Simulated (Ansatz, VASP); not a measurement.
**One calculation of Pt, two programs**

```
Pt
1.0
     0.00000    1.96090    1.96090
     1.96090    0.00000    1.96090
     1.96090    1.96090    0.00000
Pt
1
Direct
  0.00000 0.00000 0.00000
```

Alike in both runs: task band structure; functional r2SCAN; k mesh 9 × 9 × 9; occupations fermi-dirac, width 0.05 eV; spin-orbit coupling, no magnetisation.

|  | VASP | Ansatz |
| --- | --- | --- |
| version | VASP 6.6.1 | Ansatz 0.2.0 |
| potentials or method | VASP PAW PBE potentials, release 64 (Pt) | Ansatz PAW |
| plane-wave cutoff (eV) | 520 | 500 |
| valence electrons in the cell | 10 | 18 |

|  | VASP | Ansatz | Ansatz less VASP |
| --- | --- | --- | --- |
| gap on the k mesh at the Fermi level (eV) | none | none | - |
| pressure (GPa) | 4.8 | 3.6 | -1.23 |

A gap of «none» marks a metal or a gap that the smearing closes. With one functional, cell and mesh, what is left measures potentials, basis and numerics. The two sets of potentials don't hold the same shells in valence.

Caveats: the PAW data sets were made with another functional, which shifts forces and pressure a little (VASP); the PAW data sets come from PBE, with cores solved anew for the run's functional, which leaves a small shift of forces and pressure (Ansatz).
